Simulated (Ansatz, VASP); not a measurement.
ZrSi2 in VASP and in Ansatz

```
Zr Si
1.0
    -2.01459    3.05065    4.05159
     2.01459   -3.05065    4.05159
     2.01459    3.05065   -4.05159
Zr Si
2 4
Direct
  0.16479 0.41479 0.75000
  0.83521 0.58521 0.25000
  0.41200 0.85507 0.55693
  0.58800 0.14493 0.44307
  0.20185 0.14493 0.05693
  0.79815 0.85507 0.94307
```

Change from the starting cell: species swapped into the TmCu2 type (Imma, No. 74).

Alike in both runs: functional PBE; k mesh 5 × 5 × 5; occupations gaussian, width 0.2 eV; no spin polarisation.

Ansatz relaxed the structure, and its values are those at the end. VASP's run is a single point on that final structure, the one shown.

|  | VASP | Ansatz |
| --- | --- | --- |
| version | VASP 6.6.1 | Ansatz 0.2.0 |
| potentials or method | VASP PAW PBE potentials, release 64 (Zr_sv, Si) | scalar-relativistic, plane waves, PAW |
| plane-wave cutoff (eV) | 520 | 420 |
| valence electrons in the cell | 40 | 40 |

|  | VASP | Ansatz | Ansatz less VASP |
| --- | --- | --- | --- |
| gap on the k mesh at the Fermi level (eV) | none | none | - |
| pressure (GPa) | -0.1 | -0.1 | +0.01 |
| rms of the force components (eV/Å) | 0.029 | 0.032 | +0.0023 |

A gap of «none» marks a metal or a gap that the smearing closes.

Caveats: the k mesh is coarse (spacing up to 0.37 Å⁻¹), so the values aren't converged.
